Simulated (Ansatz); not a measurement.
Set up this calculation in Ansatz 0.2.0, as the native input.

```
Task                : single point
Functional          : PBE
Potentials or basis : Ansatz PAW
Cutoff              : 420 eV (not typed: the program's choice for these potentials)
k mesh              : 9 × 9 × 9
Occupations         : gaussian, width 0.016 eV
Spin                : no spin polarisation
```

The system is MgS (Niningerite).

```
S Mg
1.0
     0.00000    2.60165    2.60165
     2.60165    0.00000    2.60165
     2.60165    2.60165    0.00000
S Mg
1 1
Cartesian
  2.6016 2.6016 2.6016
  0.0000 0.0000 0.0000
```

One way to write it, as run:

input.yaml

```yaml
crystal:
  lattice:
    - [0.0, 2.60165, 2.60165]
    - [2.60165, 0.0, 2.60165]
    - [2.60165, 2.60165, 0.0]
  atoms:
    - { symbol: S, position: [0.5, 0.5, 0.5] }
    - { symbol: Mg, position: [0.0, 0.0, 0.0] }
hamiltonian:
  xc: pbe
  pseudopotentials: { kind: paw }
kpoints:
  mp_grid: { grid: [9, 9, 9] }
scf:
  occupations: { method: gaussian, width: 0.016 }
output:
  forces: true
  stress: true
  eigenvalues: true
  write_density: true
  write_potential: true
  elf: true
  volumetric_format: npy
```

Potentials or basis: Ansatz PAW.

Run with:

```sh
$ ansatz run input.yaml --threads 2 --pin off --max-ram 5632MiB --backend cpu --events-out ev --progress --plain --runs-dir out
```

Results of the run:

```
Pressure               : 1.2 GPa
Band gap on the k mesh : 2.92 eV, indirect (least direct gap 3.72 eV)
```

Caveat: odd divisions of the mesh miss points on the zone boundary, where band edges often lie, so the gap on the mesh can be too wide.

Run time: 0.68 s on 2 threads of Intel(R) Xeon(R) Platinum 8488C (Sapphire Rapids), with other jobs on the host, peak memory 0.34 GiB.
